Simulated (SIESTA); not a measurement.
Crystal: HgSe.

```
CELL_PARAMETERS angstrom
0.00000 3.03900 3.03900
3.03900 0.00000 3.03900
3.03900 3.03900 0.00000
ATOMIC_POSITIONS crystal
Hg 0.00000 0.00000 0.00000
Se 0.75000 0.75000 0.75000
```

Base run:

- Program: SIESTA 5.4.2
- Functional: PBE
- Potentials or basis: PseudoDojo 0.4 standard (PBE files)
- Basis: DZP (energy shift 0.002 Ry)
- Grid cutoff: 800 Ry
- Energy shift: 0.002 Ry
- k mesh: 8 × 8 × 8
- Occupations: fermi-dirac, width 0.05 eV
- Spin: no spin polarisation

Its results: band gap on the k mesh none (metal or under the smearing width); pressure 6.5 GPa.

**Question.** The run is repeated on the same cell with these changes: functional from PBE to revPBE. What comes out?

**Answer.** Band gap on the k mesh none (metal or under the smearing width); pressure 8.0 GPa.

revPBE binds less tightly than PBE, so the same cell stands under more pressure.

Caveats: semicore shells carry a single zeta, which can move pressures by several GPa and volumes by a few percent; the valence orbitals were made in a potential fitted to the semicore shell under them, which widens gaps by tenths of an eV or more; spin-orbit coupling is left out, which moves the levels of the heavy elements; the basis of atomic orbitals isn't converged, which shifts pressures, moduli and gaps; the potentials were made for another functional, which shifts forces and pressure (some runs).
